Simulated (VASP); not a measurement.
# HfC (Fm-3m) in VASP: settings compared, part 3 of 3

VASP 6.6.1. The steps go on from the part before.

## Step 5: Single point, RPBE

The input, INCAR:

```
SYSTEM = HfC
  PREC = Accurate
  ENCUT = 520
  EDIFF = 1E-6
  ISMEAR = 0
  SIGMA = 0.02
  LREAL = .FALSE.
  LASPH = .TRUE.
  NELM = 80
  ALGO = Fast
  ISIF = 2
  LWAVE = .FALSE.
  LCHARG = .TRUE.
  GGA = RP
  LELF = .TRUE.
  LVHAR = .TRUE.
```

The input, KPOINTS:

```
Automatic mesh
0
G
  10 10 10
  0 0 0
```

The input, POSCAR:

```
HfC
1.0
    0.0000000000      2.3250000000      2.3250000000
    2.3250000000      0.0000000000      2.3250000000
    2.3250000000      2.3250000000      0.0000000000
Hf C
1 1
Direct
    0.5000000000      0.5000000000      0.5000000000
    0.0000000000      0.0000000000      0.0000000000
```

Potentials or basis: VASP PAW PBE potentials, release 64 (Hf_pv, C).

Command:

```console
$ cat potpaw_PBE.64/Hf_pv/POTCAR potpaw_PBE.64/C/POTCAR > POTCAR
$ mpirun -np 1 vasp_std > vasp.out
```

OUTCAR:

```text
SYSTEM = HfC
   PREC = Accurate
   ENCUT = 520
   EDIFF = 1E-6
   ISMEAR = 0
   LREAL = .FALSE.
   LASPH = .TRUE.
   NELM = 80
   ISIF = 2
   GGA = RP

 ion  position               nearest neighbor table
   1  0.500  0.500  0.500-   2 2.33   2 2.33   2 2.33   2 2.33   2 2.33   2 2.33
   2  0.000  0.000  0.000-   1 2.33   1 2.33   1 2.33   1 2.33   1 2.33   1 2.33

  LATTYP: Found a face centered cubic cell.
 ALAT       =     4.6500000000

  Lattice vectors:

 A1 = (   0.0000000000,   2.3250000000,   2.3250000000)
 A2 = (   2.3250000000,   0.0000000000,   2.3250000000)
 A3 = (   2.3250000000,   2.3250000000,   0.0000000000)

Analysis of symmetry for initial positions (statically):
=====================================================================
 Subroutine PRICEL returns:
 Original cell was already a primitive cell.

 Routine SETGRP: Setting up the symmetry group for a
 face centered cubic supercell.

 Subroutine GETGRP returns: Found 48 space group operations
 (whereof 48 operations were pure point group operations)
 out of a pool of 48 trial point group operations.

The static configuration has the point symmetry O_h .

Analysis of symmetry for dynamics (positions and initial velocities):
=====================================================================
 Subroutine PRICEL returns:
 Original cell was already a primitive cell.

 Routine SETGRP: Setting up the symmetry group for a
 face centered cubic supercell.

 Subroutine GETGRP returns: Found 48 space group operations
 (whereof 48 operations were pure point group operations)
 out of a pool of 48 trial point group operations.

The dynamic configuration has the point symmetry O_h .

 Subroutine INISYM returns: Found 48 space group operations
 (whereof 48 operations are pure point group operations),
 and found     1 'primitive' translations

----------------------------------------------------------------------------------------

                                     Primitive cell

  volume of cell :      25.1362

  direct lattice vectors                    reciprocal lattice vectors
[... 141 lines left out ...]
 RMM-DIIS sequential band-by-band and
 Gauss-broadening in eV      SIGMA  =   0.02
  energy-cutoff  :      520.00
  volume of cell :       25.14
 maximum number of plane-waves:       700
   NGX = 13   NGY = 13   NGZ = 13

 number of electron      14.0000000 magnetization

 Free energy of the ion-electron system (eV)
  ---------------------------------------------------
  ext. energy  EPLUGINS =         0.00000000
  ---------------------------------------------------
  free energy    TOTEN  =       -20.12926577 eV

  energy without entropy =      -20.12907289  energy(sigma->0) =      -20.12916933

 E-fermi :   6.0843     XC(G=0): -12.2210

 val. band max:        6.0785787564   @ k =   0.1000   0.0000   0.0000
 cond. band min:       6.2215453246   @ k =   0.1000   0.1000   0.0000
 fundamental gap:      0.1429665682
 Fermi energy:         6.0842974915

 k-point     1 :       0.0000    0.0000    0.0000
  band No.  band energies     occupation
      1     -23.5480      2.00000
      2     -23.5480      2.00000
      3     -23.5480      2.00000
      4      -6.2943      2.00000
      5       7.0585      0.00000
      6       7.0585      0.00000
      7       7.0585      0.00000
      8       7.4855      0.00000
      9       7.4855      0.00000
     10       7.4855      0.00000
     11       9.4668      0.00000
[... 533 lines left out ...]
 k-point    40 :      -0.2000    0.3000    0.1000
  band No.  band energies     occupation
      1     -24.0285      2.00000
      2     -23.8093      2.00000
      3     -23.6420      2.00000
      4      -3.5978      2.00000
      5       1.5199      2.00000
      6       3.6248      2.00000
      7       3.6334      2.00000
      8       8.9672      0.00000
      9      11.5621      0.00000
     10      11.5672      0.00000
     11      12.6107      0.00000

 [... further k-points ...]

------------------------ aborting loop because EDIFF is reached ----------------------------------------

  FORCE on cell =-STRESS in cart. coord.  units (eV):
  Direction    XX          YY          ZZ          XY          YZ          ZX
  --------------------------------------------------------------------------------------
  -------------------------------------------------------------------------------------
  Total        0.5496665      0.5496665      0.5496665      0.0000000      0.0000000      0.0000000
  in kB       35.0357129     35.0357129     35.0357129      0.0000000      0.0000000      0.0000000
  external PRESSURE =      35.0357129 kB  Pullay stress =       0.0000000 kB

 VOLUME and BASIS-vectors are now :
 -----------------------------------------------------------------------------
  energy-cutoff  :      520.00
  volume of cell :       25.14
      direct lattice vectors                 reciprocal lattice vectors
     0.000000000  2.325000000  2.325000000    -0.215053763  0.215053763  0.215053763
     2.325000000  0.000000000  2.325000000     0.215053763 -0.215053763  0.215053763
     2.325000000  2.325000000  0.000000000     0.215053763  0.215053763 -0.215053763

 POSITION                                       TOTAL-FORCE (eV/Angst)
 -----------------------------------------------------------------------------------
      2.32500      2.32500      2.32500         0.000000     -0.000000      0.000000
      0.00000      0.00000      0.00000        -0.000000      0.000000     -0.000000
 -----------------------------------------------------------------------------------
    total drift:                                0.000000     -0.000000      0.000000

  FREE ENERGIE OF THE ION-ELECTRON SYSTEM (eV)
  ---------------------------------------------------
  free  energy   TOTEN  =       -20.1292657662 eV

  energy  without entropy=      -20.1290728922  energy(sigma->0) =      -20.12916933
```

It took 8.7 s on 1 thread of Intel Xeon Platinum 8559C (Emerald Rapids), shared host; peak memory 0.14 GiB.

Results:

```yaml
Free_energy: -20.1293 eV
Pressure: 3.5 GPa
Band_gap_on_the_k_mesh: none (metal or under the smearing width)
```

Caveat: the PAW data sets were made with another functional, which shifts forces and pressure a little. The run has no spin-orbit coupling, so splittings on Hf are missing.

## Step 6: For comparison

An earlier run on the cell as given: functional PBE; potentials or basis VASP PAW PBE potentials, release 64 (Hf_pv, C); cutoff 520 eV; k mesh 10 × 10 × 10; occupations fermi-dirac, width 0.05 eV; no spin polarisation.

* Pressure: -0.4 GPa
* Band gap on the k mesh: none (metal or under the smearing width)

## Step 7: Overview

| task | level | cell | k mesh | cutoff (eV) | smearing | grid for exact exchange (PRECFOCK) | exchange at q = 0 | mesh quality | gap on the mesh (eV) | pressure (GPa) | relaxed volume (Å³/atom) |
| --- | --- | --- | --- | --- | --- | --- | --- | --- | --- | --- | --- |
| relaxation of cell and atoms | PBEsol | relaxed | 10 × 10 × 10 | 600 | fermi-dirac 0.05 eV | - | - | not flagged | none | 0.1 | 12.20 |
| relaxation of cell and atoms | PBEsol0 | relaxed | 5 × 5 × 5 | 600 | fermi-dirac 0.05 eV | Fast | default | coarse | none | -0.1 | 12.14 |
| relaxation of cell and atoms | B3LYP | relaxed | 5 × 5 × 5 | 600 | fermi-dirac 0.05 eV | Normal | default | coarse | none | -0.1 | 12.72 |
| single point | RPBE | as given | 10 × 10 × 10 | 520 | gaussian 0.02 eV | - | - | not flagged | none | 3.5 | - |
| single point | PBE | as given | 10 × 10 × 10 | 520 | fermi-dirac 0.05 eV | - | - | not flagged | none | -0.4 | - |

Alike in all rows: potentials or basis VASP PAW PBE potentials, release 64 (Hf_pv, C); no spin polarisation.

Caveats: some runs use coarse meshes; the PAW data sets were made with another functional, which shifts forces and pressure a little (some runs).

Absolute energies hang on the potentials; compare differences alone.
